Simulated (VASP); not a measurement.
**Ag: single point with PBE+D3(BJ)**

Ag, a slab with vacuum:

```
Ag
1.0
     5.76066    0.00000    0.00000
    -2.88033    4.98888    0.00000
     0.00000    0.00000   21.70356
Ag
12
Direct
  0.33333 0.16667 0.39164
  0.33333 0.66667 0.39164
  0.83333 0.16667 0.39164
  0.83333 0.66667 0.39164
  0.66667 0.33333 0.50091
  0.66667 0.83333 0.50091
  0.16667 0.33333 0.50091
  0.16667 0.83333 0.50091
  0.00000 0.50000 0.61023
  0.00000 0.00000 0.61023
  0.50000 0.50000 0.61023
  0.50000 0.00000 0.61023
```

The slab is cut from a database's or a generator's crystal, which needn't be the stable form of the element.

The cell isn't the ideal one: clean slab, lower half held.

```
Program                : VASP 6.6.1
Task                   : single point
Functional             : PBE
Dispersion             : D3(BJ)
Potentials or basis    : VASP PAW PBE potentials, release 64 (Ag)
Cutoff                 : 520 eV
k mesh                 : 6 × 6 × 1
Occupations            : gaussian, width 0.1 eV
Spin                   : no spin polarisation
Dipole correction      : yes
Further INCAR settings : ALGO = Fast; EDIFF = 1e-06; NBANDS = 78
```

```
Largest force                   : 0.016 eV/Å
Band gap on the k mesh          : none (metal or under the smearing width)
Dispersion energy per atom      : -0.406 eV
Work function of the upper face : 4.56 eV
Work function of the lower face : 4.56 eV
```

Forces on the atoms (eV/Å):
```
Ag   0.000  0.000  0.012
Ag   0.000  0.000  0.012
Ag   0.000  0.000  0.012
Ag   0.000  0.000  0.012
Ag   0.000  0.000  0.004
Ag   0.000  0.000  0.004
Ag   0.000  0.000  0.004
Ag   0.000  0.000  0.004
Ag   0.000  0.000 -0.016
Ag   0.000  0.000 -0.016
Ag   0.000  0.000 -0.016
Ag   0.000  0.000 -0.016
```

Levels at points of the mesh, in eV from the Fermi level:
| k point | band 64 | band 65 | band 66 | band 67 | band 68 | band 69 |
| --- | --- | --- | --- | --- | --- | --- |
| (0.00, 0.00, 0.00) | 0.39 | 0.39 | 0.39 | 0.39 | 1.35 | 1.35 |
| (0.50, 0.00, 0.00) | -2.30 | -0.08 | -0.08 | 0.30 | 0.30 | 1.24 |

Wall time 14 min on 1 thread of Intel(R) Xeon(R) Platinum 8488C (Sapphire Rapids), with other jobs on the host, peak memory 0.82 GiB.
